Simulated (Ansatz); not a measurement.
Crystal: BN.

```xyz
4
Lattice="2.4982 0.0000 0.0000 -1.2491 2.1635 0.0000 0.0000 0.0000 6.6357" Properties=species:S:1:pos:R:3 pbc="T T T"
N     1.2491    0.7212    1.6589
N     0.0000    1.4424    4.9768
B     1.2491    0.7212    4.9768
B     0.0000    1.4424    1.6589
```

| Quantity | Value |
| --- | --- |
| Program | Ansatz 0.2.0 |
| Task | relaxation of cell and atoms |
| Functional | BLYP |
| Dispersion | D3(BJ) |
| Potentials or basis | Ansatz PAW |
| Cutoff | 420 eV (not typed: the program's choice for these potentials) |
| k mesh | 12 × 12 × 4 |
| Occupations | fermi-dirac, width 0.05 eV |
| Spin | no spin polarisation |

At the start: volume 8.97 Å³/atom.

Q: Where does the relaxation end?

A: It ends after 9 steps and the volume is 8.72 Å³/atom (-2.7 %); space group P6_3/mmc (No. 194, to 0.05 Å).

The path:
```
step  energy change (eV)  largest force (eV/Å)  volume (Å³)
   1              0.0000                0.0000        35.87
   2             -0.0115                0.0000        34.98
   3             -0.0112                0.0000        35.12
   4             -0.0111                0.0000        35.13
   5             -0.0078                0.0000        35.13
   6             -0.0090                0.0000        34.95
   7             -0.0080                0.0000        34.95
   8             -0.0084                0.0000        34.89
   9             -0.0081                0.0000        34.89
```

Final structure:
```
N B
1.0
     2.50605    0.00000    0.00000
    -1.25303    2.17031    0.00000
     0.00000    0.00000    6.41485
N B
2 2
Direct
  0.66667 0.33333 0.25000
  0.33333 0.66667 0.75000
  0.66667 0.33333 0.75000
  0.33333 0.66667 0.25000
```

Caveat: the plane-wave basis is chosen anew once the cell has moved, so the energies of steps on either side of that aren't comparable; the pressure holds a Pulay correction of +0.7 GPa for the finite cutoff; the PAW data sets come from PBE, with cores solved anew for the run's functional, which leaves a small shift of forces and pressure.
